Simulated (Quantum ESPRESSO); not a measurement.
**HfC in Quantum ESPRESSO: convergence with k mesh**

The system is HfC.

```
Hf C
1.0
     0.00000    2.32500    2.32500
     2.32500    0.00000    2.32500
     2.32500    2.32500    0.00000
Hf C
1 1
Direct
  0.50000 0.50000 0.50000
  0.00000 0.00000 0.00000
```

| Item | Value |
| --- | --- |
| Program | Quantum ESPRESSO 7.5 |
| Task | single point |
| Functional | PBE |
| Potentials or basis | PseudoDojo 0.4 SR PBE stringent |
| Cutoff | 1796 eV |
| Density cutoff | 7184 eV |
| k mesh | 2 × 2 × 2 |
| Occupations | methfessel-paxton, width 0.1 eV |
| Spin | no spin polarisation |

These are the settings of the first run; the series varies k mesh, with any setting tied to it.

Hardware: 1 thread of Arm Neoverse V1, on a shared host.

The values tried are 2 × 2 × 2, 3 × 3 × 3, 4 × 4 × 4, 6 × 6 × 6, 8 × 8 × 8, 9 × 9 × 9, 10 × 10 × 10, 12 × 12 × 12, 14 × 14 × 14, loosest first. From which on does the pressure stay within 0.1 GPa of the tightest run that finished?

From 9 × 9 × 9 on.

```tsv
k mesh	energy less the tightest run, at zero smearing (meV/atom)	pressure (GPa)	SCF cycles	CPU time (s)	peak memory (GiB)
2 × 2 × 2	596.92	7.31	10	5.7	0.08
3 × 3 × 3	112.72	-0.06	11	7.7	0.08
4 × 4 × 4	34.90	-1.38	13	16	0.09
6 × 6 × 6	6.57	0.07	11	28	0.11
8 × 8 × 8	1.84	0.13	11	50	0.12
9 × 9 × 9	1.45	0.10	12	63	0.13
10 × 10 × 10	1.03	0.06	12	85	0.15
12 × 12 × 12	-0.33	0.11	12	130	0.18
14 × 14 × 14	0.00	0.03	12	180	0.23
```

Against the tightest run, the energy stays within 1 meV/atom from 12 × 12 × 12 on. Meshes of other sizes hit other points, so gaps and Fermi surfaces needn't settle smoothly. The tightest run that finished is the yardstick and may itself not be fully converged.

Spin-orbit coupling is left out, which matters for the levels of Hf.
